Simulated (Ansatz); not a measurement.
# SrCl2: the cost of one run

Computed with Ansatz 0.2.0 (DFT PBE, scalar-relativistic, plane waves, PAW, unless a step's input says otherwise).

## (1) The starting structure

Symmetry: Fm-3m, No. 225, cubic system. The conventional cell has a = 6.971 Å, b = 6.971 Å, c = 6.971 Å, α = 90.00°, β = 90.00°, γ = 90.00°. Around Sr (site symmetry m-3m) lie 8 Cl at 3.02 Å. Around Cl (site symmetry -43m) lie 4 Sr at 3.02 Å.

Coordinates:

```cif
data_structure
_symmetry_space_group_name_H-M 'Fm-3m'
_symmetry_Int_Tables_number 225
_cell_length_a 6.9710
_cell_length_b 6.9710
_cell_length_c 6.9710
_cell_angle_alpha 90.000
_cell_angle_beta 90.000
_cell_angle_gamma 90.000
_cell_volume 338.75
loop_
_atom_site_label
_atom_site_type_symbol
_atom_site_symmetry_multiplicity
_atom_site_Wyckoff_symbol
_atom_site_fract_x
_atom_site_fract_y
_atom_site_fract_z
_atom_site_occupancy
Sr1 Sr 4 a 0.00000 0.00000 0.00000 1
Cl1 Cl 8 c 0.25000 0.75000 0.75000 1
```

No relaxation comes first: the listed cell is the starting point.

## (2) The reference cell

The reference gives a free energy of -5710.7235 eV, pressure 1.08 GPa, largest force 0.000 eV/Å and gap on the mesh 5.35 eV. It was computed beforehand with the settings of the runs below.

## (3) Setting up a trigonal deformation path

At fixed volume and fractional coordinates, lengths along (0.577, 0.577, 0.577) are scaled against those across it; ρ is that ratio over its starting value.

## (4) Point ρ = 0.500

input.yaml

```yaml
crystal:
  lattice:
    - [-1.4638182731, 2.9276365463, 2.9276365463]
    - [2.9276365463, -1.4638182731, 2.9276365463]
    - [2.9276365463, 2.9276365463, -1.4638182731]
  atoms:
    - { symbol: Sr, position: [0.0, 0.0, 0.0] }
    - { symbol: Cl, position: [0.25, 0.25, 0.25] }
    - { symbol: Cl, position: [0.75, 0.75, 0.75] }
basis:
  ecutwfc: 420
kpoints:
  mp_grid: { grid: [6, 6, 6] }
hamiltonian:
  xc: pbe
scf:
  occupations: { method: gaussian, width: 0.05 }
output:
  forces: true
  stress: true
  eigenvalues: true
```

Run with:

```console
$ ansatz run input.yaml --threads 1 --pin off --max-ram 2560MiB --backend cpu --events-out ev --progress --plain --runs-dir out
```

**Question.** How long does this run take on 1 thread of Arm Neoverse V2, shared host, and how much memory does it need?

About 2.4 s, with a peak of 0.31 GiB.
